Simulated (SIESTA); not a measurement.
The system is Au.

```
Au
1.0
     0.00000    2.03500    2.03500
     2.03500    0.00000    2.03500
     2.03500    2.03500    0.00000
Au
1
Direct
  0.00000 0.00000 0.00000
```

Base run:

```yaml
Program: SIESTA 5.4.2
Functional: PBEsol
Potentials_or_basis: PseudoDojo 0.4 standard (PBEsol files)
Basis: SZP (energy shift 0.003 Ry)
Grid_cutoff: 800 Ry
Energy_shift: 0.003 Ry
k_mesh: 11 × 11 × 11
Occupations: fermi-dirac, width 0.05 eV
Spin: no spin polarisation
```

Its results: band gap on the k mesh none (metal or under the smearing width); pressure -1.2 GPa.

Problem. After a change of settings the same cell gave: band gap on the k mesh none (metal or under the smearing width); pressure 30.3 GPa. Which change was it?
A. basis from SZP (energy shift 0.003 Ry) to DZP (energy shift 0.003 Ry; two zetas on semicore shells)
B. basis from SZP (energy shift 0.003 Ry) to DZ (energy shift 0.003 Ry; two zetas on semicore shells)
C. basis from SZP (energy shift 0.003 Ry) to TZDP (energy shift 0.003 Ry; two zetas on semicore shells)
D. basis from SZP (energy shift 0.003 Ry) to SZ (energy shift 0.003 Ry)

Solution. D.

Caveats: short orbitals over semicore shells can move pressures by several GPa; spin-orbit coupling is left out, which moves the levels of the heavy elements; the basis of atomic orbitals isn't converged, which shifts pressures, moduli and gaps; the basis has no polarisation orbitals (some runs); a pressure of tens of GPa on the cell as given is suspect, and the run, the potentials or the cell itself is likely at fault (some runs).
